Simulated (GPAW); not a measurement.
Runs of GPAW 26.7.0 on AlCu3. Symmetry: Pm-3m, No. 221, cubic system. Conventional cell: a = 3.637 Å, b = 3.637 Å, c = 3.637 Å, α = 90.00°, β = 90.00°, γ = 90.00°. Cu (site symmetry 4/mmm) has 8 Cu at 2.57 Å and 4 Al at 2.57 Å as nearest neighbours. Around Al (site symmetry m-3m) lie 12 Cu at 2.57 Å. The cell comes from a database or a generator and needn't be the stable form of this composition.

```tsv
task	level	cell	optimizer	fmax	max steps	convergence	band path	gap on the mesh (eV)	pressure (GPa)	relaxed volume (Å³/atom)
relaxation of cell and atoms	PBEsol+D3(BJ)+ATM	relaxed	BFGS	0.02 eV/Å	60	density=1e-05 forces=0.0001	-	none	0.1	11.70
relaxation of cell and atoms	PBEsol	relaxed	BFGS	0.02 eV/Å	60	density=1e-05 forces=0.0001	-	none	0.0	(a)
band structure	PBEsol	as given	-	-	-	-	GXMGRX,MR	-	0.8	-
relaxation of cell and atoms	PBEsol+D3	relaxed	BFGS	0.02 eV/Å	60	density=1e-05 forces=0.0001	-	none	0.2	11.58
```

Alike in all rows: potentials or basis PAW data sets generated in the run's folder for this functional, pw; no spin polarisation; k mesh 7 × 7 × 7; cutoff (eV) 600; smearing fermi-dirac 0.05 eV.

Fill in the values left out.

(a) 12.09.

Caveats: with this Cu data set, volumes or pressures lay over 1.5 % or 2 GPa off other programs in two to four cells of ten; later steps reuse the first step's grids (some runs); pairwise dispersion overbinds metals, which lowers pressure and volume (some runs).

A k mesh can miss the band edges.

A gap of «none» marks a metal or a gap under the smearing width.

Not every run made on this cell is shown here.
